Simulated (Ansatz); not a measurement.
Al: projected density of states with PBE

The system is Al.

```xyz
1
Lattice="0.0000 2.0248 2.0248 2.0248 0.0000 2.0248 2.0248 2.0248 0.0000" Properties=species:S:1:pos:R:3 pbc="T T T"
Al    0.0000    0.0000    0.0000
```

```yaml
Program: Ansatz 0.2.0
Task: projected density of states
Functional: PBE
Potentials_or_basis: Ansatz PAW
Cutoff: "420 eV (not typed: the program's choice for these potentials)"
k_mesh: 6 × 6 × 6
Occupations: fermi-dirac, width 0.05 eV
Spin: no spin polarisation
```

| Property | Result |
| --- | --- |
| Pressure | 0.0 GPa |
| Band gap on the k mesh | none (metal or under the smearing width) |
| Density of states at the Fermi level | 0.44 states/eV per cell |

Levels at points of the mesh, in eV from the Fermi level:
```tsv
k point	band 1	band 2	band 3	band 4
(0.00, 0.00, 0.00)	-11.44	12.13	12.13	12.13
(0.00, 0.00, -0.50)	-4.92	-4.73	10.99	10.99
(0.00, -0.50, -0.50)	-3.26	-1.96	4.86	5.21
```

States per cell in windows of 0.5 eV (zero at the Fermi level; states under -8 eV left out):
```csv
from (eV),total,Al 3p,Al 3s
-8.0,0.11,0.07,0.04
-7.5,0.12,0.08,0.04
-7.0,0.12,0.08,0.04
-6.5,0.13,0.09,0.04
-6.0,0.15,0.10,0.05
-5.5,0.16,0.11,0.05
-5.0,0.19,0.13,0.05
-4.5,0.15,0.11,0.04
-4.0,0.15,0.11,0.04
-3.5,0.20,0.14,0.05
-3.0,0.18,0.13,0.05
-2.5,0.17,0.12,0.05
-2.0,0.14,0.09,0.04
-1.5,0.18,0.12,0.05
-1.0,0.24,0.17,0.06
-0.5,0.23,0.16,0.06
0.0,0.18,0.11,0.06
0.5,0.20,0.12,0.06
1.0,0.21,0.13,0.06
1.5,0.23,0.14,0.07
2.0,0.22,0.13,0.06
2.5,0.23,0.14,0.06
3.0,0.25,0.15,0.06
3.5,0.25,0.15,0.06
4.0,0.25,0.16,0.06
4.5,0.26,0.17,0.06
5.0,0.29,0.19,0.05
5.5,0.31,0.21,0.05
6.0,0.29,0.20,0.04
6.5,0.28,0.18,0.04
7.0,0.27,0.17,0.03
7.5,0.26,0.15,0.03
```

It took 0.27 s on 2 threads of Intel(R) Xeon(R) Platinum 8488C (Sapphire Rapids), with other jobs on the host, peak memory 0.31 GiB.

Caveat: the k mesh is coarse (spacing up to 0.45 Å⁻¹), so the values aren't converged; the density of states is complete only up to the lowest level of the last band computed.
